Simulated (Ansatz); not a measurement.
**V: element swaps in one structure**

The task here is to estimate one member of a computed series from the others.

Method: DFT PBEsol, scalar-relativistic, plane waves, PAW, in Ansatz 0.2.0.

## The starting structure

The structure is cubic, space group Fm-3m (No. 225). Conventional cell: a = 3.769 Å, b = 3.769 Å, c = 3.769 Å, α = 90.00°, β = 90.00°, γ = 90.00°. V (site symmetry m-3m) is surrounded by 12 V at 2.67 Å.

As a file:

```cif
data_structure
_symmetry_space_group_name_H-M 'Fm-3m'
_symmetry_Int_Tables_number 225
_cell_length_a 3.7692
_cell_length_b 3.7692
_cell_length_c 3.7692
_cell_angle_alpha 90.000
_cell_angle_beta 90.000
_cell_angle_gamma 90.000
_cell_volume 53.55
loop_
_atom_site_label
_atom_site_type_symbol
_atom_site_symmetry_multiplicity
_atom_site_Wyckoff_symbol
_atom_site_fract_x
_atom_site_fract_y
_atom_site_fract_z
_atom_site_occupancy
V1 V 4 a 0.00000 0.00000 0.00000 1
```

This cell was relaxed beforehand with the same method: volume 13.39 Å³/atom, gap on the mesh none (metal).

Set-up of the first run:

input.yaml reads:

```yaml
crystal:
  lattice:
    - [0.0, 1.8421448367, 1.8421448367]
    - [1.8421448367, 0.0, 1.8421448367]
    - [1.8421448367, 1.8421448367, 0.0]
  atoms:
    - { symbol: Bi, position: [0.0, 0.0, 0.0] }
basis:
  ecutwfc: 420
kpoints:
  mp_grid: { grid: [8, 8, 8] }
hamiltonian:
  xc: pbesol
scf:
  occupations: { method: gaussian, width: 0.1 }
output:
  forces: true
  stress: true
  eigenvalues: true
```

Among the steps run: Quick check of gap, pressure and forces (Bi); Rough relaxation on the coarse mesh (Bi); Relaxing cell and atoms (Bi); A first look at the start (Ga); Rough relaxation on the coarse mesh (Ga); Full relaxation (Ga).

One of the session's tables, all rows but one given; the rest of the session is left out.

Lengths are those of the vectors of the cell that was run:

```
  swap  volume (Å³/atom)  a (Å)  b (Å)  c (Å)
  none             13.39  2.665  2.665  2.665
 V → W             15.98  2.827  2.827  2.827
V → Bi             30.21  3.496  3.496  3.496
V → Ga                 ?      ?      ?      ?
```

**Question.** Estimate the row for V → Ga.

The run gave: volume (Å³/atom): 17.79; a (Å): 2.930; b (Å): 2.930; c (Å): 2.930. In the column «volume (Å³/atom)» it lies between V → W (15.98) and V → Bi (30.21).

Lengths are those of the computed cell. Rows of earlier swaps come from the sessions before.
